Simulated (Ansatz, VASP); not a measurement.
Two plane-wave programs on Ge

```
Ge
1.0
     1.33887   -2.49203    0.00000
     1.33887    2.49203    0.00000
     0.00000    0.00000    2.58567
Ge
1
Direct
  0.50000 0.50000 0.00000
```

This isn't the form of Ge at room conditions, which is diamond.

Alike in both runs: task single point; functional PBEsol; k mesh 12 × 12 × 11; occupations fermi-dirac, width 0.2 eV; no spin polarisation.

```csv
,VASP,Ansatz
version,VASP 6.6.1,Ansatz 0.2.0
potentials or method,"VASP PAW PBE potentials, release 64 (Ge_d)","plane waves, PAW"
plane-wave cutoff (eV),520,500
valence electrons in the cell,14,14
```

|  | VASP | Ansatz | Ansatz less VASP |
| --- | --- | --- | --- |
| pressure (GPa) | 6.0 | 6.2 | +0.13 |
| largest component of the traceless stress (GPa) | 3.28 | 3.32 | +0.035 |

The functional is the same, so the differences come from potentials, cutoffs and numerics. Ansatz warned: «stress_scf_threshold_loose».

Caveats: the PAW data sets were made with another functional, which shifts forces and pressure a little (VASP).
